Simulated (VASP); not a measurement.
# PbS: molecular dynamics with a monitored distance, by stops when the distance exceeds

PbS, Fm-3m (no. 225), 8 atoms in the cell. PBE, molecular dynamics; PAW potentials Pb, S (PBE set).

| Stops when the distance exceeds (Å) | Largest distance met (Å) | Steps run | Mean temperature (K) | Time (s) |
|---|---|---|---|---|
| 3.144 | 2.980 | 80 | 753 | 104 |
| 4.745 | 2.980 | 80 | 753 | 110 |

Limits: 160 fs of 8 atoms are too short for converged averages; the distance is that to the nearest periodic copy, which so small a cell caps.

## Input of the first row

INCAR:
```
SYSTEM = PbS
GGA      = PE             ! functional
PREC     = Normal         ! precision mode
ENCUT    = 260            ! plane-wave cutoff, eV
EDIFF    = 1E-5           ! SCF threshold, eV
NELMIN   = 4            
NELM     = 60             ! most SCF steps
ALGO     = Normal         ! electronic algorithm
LREAL    = Auto         
LASPH    = .True.         ! aspherical terms in the spheres
ISMEAR   = 0              ! smearing method
SIGMA    = 0.05           ! smearing width, eV
ISYM     = 0            
LWAVE    = .False.        ! write WAVECAR
LCHARG   = .False.        ! write CHGCAR
IBRION   = 0              ! ionic algorithm
NSW      = 80             ! ionic steps
POTIM    = 2.0            ! step
TEBEG    = 1000         
TEEND    = 1000         
ISIF     = 2              ! what is computed and relaxed
MDALGO   = 1            
ANDERSEN_PROB= 0.05         
RANDOM_SEED= 522081 0 0   
VALUE_MAX= 3.144        
VALUE_MIN= 1.483        
KPAR     = 2             
```

KPOINTS:
```
k-points
0
Monkhorst-Pack
  2 2 2
```

ICONST:
```
R 1 8 7
```

POSCAR:
```
PbS
1.0
    5.9315000000      0.0000000000      0.0000000000
    0.0000000000      5.9315000000      0.0000000000
    0.0000000000      0.0000000000      5.9315000000
Pb S
4 4
Direct
    0.0000000000      0.0000000000      0.0000000000
    0.0000000000      0.5000000000      0.5000000000
    0.5000000000      0.0000000000      0.5000000000
    0.5000000000      0.5000000000      0.0000000000
    0.5000000000      0.0000000000      0.0000000000
    0.5000000000      0.5000000000      0.5000000000
    0.0000000000      0.0000000000      0.5000000000
    0.0000000000      0.5000000000      0.0000000000
```

Commands:
```
cat potpaw_PBE.64/Pb/POTCAR potpaw_PBE.64/S/POTCAR > POTCAR
mpirun -np 2 vasp_std > vasp.out
```

Changes of the last row against the first:
```
- VALUE_MAX = 3.144
+ VALUE_MAX = 4.745
```

VASP 6.6.1 took 104 s on 2 cores (Intel Xeon 6975P-C (Granite Rapids)), a shared host.
